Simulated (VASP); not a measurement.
Input of a VASP 6.6.1 run:

The input INCAR:

```
SYSTEM = Al
ALGO = Normal
EDIFF = 1E-6
EDIFFG = -0.005
ENCUT = 600
IBRION = 2
ISIF = 3
ISMEAR = -1
LASPH = .TRUE.
LCHARG = .FALSE.
LMIXTAU = .TRUE.
LREAL = .FALSE.
LWAVE = .FALSE.
METAGGA = R2SCAN
NELM = 100
NSW = 40
PREC = Accurate
SIGMA = 0.05
```

File KPOINTS:

```
k-points
0
G
  27 27 27
  0 0 0
```

POSCAR

```
Al
1.0
    0.0000000000      2.0248050000      2.0248050000
    2.0248050000      0.0000000000      2.0248050000
    2.0248050000      2.0248050000      0.0000000000
Al
1
Direct
    0.0000000000      0.0000000000      0.0000000000
```

Potentials or basis: VASP PAW PBE potentials, release 64 (Al).

Launch:

```console
$ cat potpaw_PBE.64/Al/POTCAR > POTCAR
$ mpirun -np 1 vasp_std > vasp.out
```

**Question.** Predict the relaxed cell.

**Answer.** a = 2.820 Å, b = 2.820 Å, c = 2.820 Å, α = 60.00°, β = 60.00°, γ = 60.00°.

**Question.** Predict the band gap on the k mesh.

**Answer.** None (metal or under the smearing width).

Final structure:
```xyz
1
Lattice="0.0000 1.9941 1.9941 1.9941 0.0000 1.9941 1.9941 1.9941 0.0000" Properties=species:S:1:pos:R:3 pbc="T T T"
Al    0.0000    0.0000    0.0000
```
